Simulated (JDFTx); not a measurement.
Here is a JDFTx 1.7.0 (patched build) calculation.

Contents of SrO.in:

```
lattice \
    0.0000000000     4.8496041536     4.8496041536 \
    4.8496041536     0.0000000000     4.8496041536 \
    4.8496041536     4.8496041536     0.0000000000
coords-type Lattice
ion Sr     0.5000000000     0.5000000000     0.5000000000 1
ion O      0.0000000000     0.0000000000     0.0000000000 1

ion-species pseudo/Sr.upf
ion-species pseudo/O.upf
elec-cutoff 42
elec-ex-corr gga-PBE
kpoint-folding 9 9 9
elec-smearing Fermi 0.0018374661
elec-n-bands 14
electronic-SCF nIterations 100 energyDiffThreshold 1e-08
electronic-minimize nIterations 30 energyDiffThreshold 1e-7
converge-empty-states yes
forces-output-coords Cartesian

dump-name run.$VAR
dump End Ecomponents EigStats BandEigs Kpoints Forces Stress ElecDensity Dtot KEdensity
```

Potentials or basis: PseudoDojo-SR-PBE-0.5-standard.

Launch:

```console
$ jdftx -c 1 -i SrO.in -o SrO.out
```

(1) What does it give for the pressure?

(2) What does it give for the band gap on the k mesh?

Answers

(1) 3.1 GPa.

(2) 3.38 eV, indirect (least direct gap 3.46 eV).

Caveat: an odd mesh through Γ misses points on the zone boundary, where band edges often lie.
